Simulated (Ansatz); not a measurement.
**Structures of TaH: which is lowest?**

Plane-wave DFT in Ansatz with scalar-relativistic PAW potentials, cutoff 420 eV, Γ-centred meshes chosen by cell and gap, Gaussian smearing with energies taken to zero width. Every cell was relaxed (cell and atoms) in a run of its own, within the symmetry of its start. Functional: PBE.

Relaxed structures (starts from databases or built by putting these elements on another compound's sites):
A. I4/mmm, 2 atoms in the computed cell, a = 3.184 Å, c = 3.982 Å; sites (symmetry × multiplicity) Ta 4/mmm × 2, H 4/mmm × 2; start: built
B. Fm-3m, 2 atoms in the computed cell, a = 4.318 Å; sites (symmetry × multiplicity) Ta m-3m × 4, H m-3m × 4; start: built
C. P4/nmm, 4 atoms in the computed cell, a = 3.388 Å, c = 3.619 Å; sites (symmetry × multiplicity) Ta 4mm × 2, H -4m2 × 2; start: built

Rank them by energy. Could pressure change the order?

```csv
structure,group,E − E(lowest) (meV/atom),V (Å³/atom),gap on mesh (eV)
C,P4/nmm,0.0,10.38,0.00
A,I4/mmm,96,10.10,0.00
B,Fm-3m,102,10.06,0.00
```

C is lowest, 96 meV/atom under A. B is denser by 0.32 Å³/atom, so pressure favours it: ΔE/ΔV, with ΔE in eV and 1 eV/Å³ = 160.2 GPa, gives about 51 GPa for equal enthalpy if both cells were rigid; at such pressures compression changes ΔV much, so this is a scale only. Other structures may lie lower than all of these, and vibrations aren't counted.

Spin-orbit coupling is left out, which matters for the bands of heavy elements.